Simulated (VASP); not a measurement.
Runs of VASP 6.6.1 on Bi. It takes space group R-3m (No. 166, trigonal). Conventional cell: a = 4.535 Å, b = 4.535 Å, c = 11.814 Å, α = 90.00°, β = 90.00°, γ = 120.00°. Bi (site symmetry 3m) is surrounded by 6 Bi at 3.06 to 3.52 Å. 

```csv
task,level,potentials or basis,cell,k mesh,cutoff (eV),smearing,ladder,GW scheme,GW iterations,cutoff of the response function,frequency points,mesh quality,gap on the mesh (eV),pressure (GPa),V0 of scaled cells (Å³/atom),relaxed volume (Å³/atom),B0 (GPa),largest force (eV/Å)
equation of state,PBE,"VASP PAW PBE potentials, release 64 (Bi_d)",as given,7 × 7 × 7,520,fermi-dirac 0.05 eV,-,-,-,-,-,not flagged,-,-,(a),-,43,-
single point,PBEsol,"VASP PAW PBE potentials, release 64 (Bi_d)",as given,7 × 7 × 7,520,fermi-dirac 0.05 eV,free,-,-,-,-,not flagged,0.26,-0.4,-,-,-,0.14
single point,PBE,"VASP PAW PBE potentials, release 64 (Bi_d)",as given,7 × 7 × 7,520,gaussian 0.1 eV,-,-,-,-,-,not flagged,0.27,2.0,-,-,-,0.21
relaxation of cell and atoms,PBE+D3(BJ),"VASP PAW PBE potentials, release 64 (Bi_d)",relaxed,6 × 6 × 6,600,gaussian 0.02 eV,gaps,-,-,-,-,not flagged,none,0.0,-,34.81,-,0.01
single point,LDA,"VASP PAW LDA potentials, release 64 (Bi)",as given,7 × 7 × 7,500,gaussian 0.02 eV,-,-,-,-,-,not flagged,0.27,-1.4,-,-,-,(b)
single point,PBEsol,"VASP PAW PBE potentials, release 54 (Bi_d)",as given,7 × 7 × 7,520,gaussian 0.02 eV,-,-,-,-,-,not flagged,0.26,-0.4,-,-,-,0.13
single point,PBE,"VASP PAW PBE potentials, release 64 (Bi_d)",as given,7 × 7 × 7,520,fermi-dirac 0.05 eV,-,-,-,-,-,not flagged,0.27,2.0,-,-,-,0.21
relaxation of cell and atoms,PBEsol,"VASP PAW PBE potentials, release 64 (Bi_d)",relaxed,6 × 6 × 6,600,gaussian 0.02 eV,gaps,-,-,-,-,not flagged,none,0.0,-,34.67,-,-
equation of state,PBEsol,"VASP PAW PBE potentials, release 64 (Bi_d)",as given,7 × 7 × 7,520,fermi-dirac 0.05 eV,free,-,-,-,-,not flagged,-,-,34.83,-,50,-
```

Alike in all rows: no spin polarisation.

Q: Fill in the values left out.

A: (a) 36.65; (b) 0.09.

Caveats: spin-orbit coupling is left out, which as a rule narrows the gap of such compounds by several tenths of an eV (some runs); an odd mesh through Γ misses points on the zone boundary, where band edges often lie (some runs); spin-orbit coupling is left out, which moves the levels of the heavy elements (some runs); the PAW data sets were made with another functional, which shifts forces and pressure a little (some runs); the cell was scaled at fixed shape and fractional positions, which overstates the stiffness of a crystal with free parameters, most of all of layers and chains (some runs); pairwise dispersion overbinds metals, which lowers pressure and volume (some runs).

A k mesh can miss the band edges, and the runs leave out spin-orbit coupling on Bi.

A gap of «none» marks a metal or a gap under the smearing width.

Not every run made on this cell is shown here.
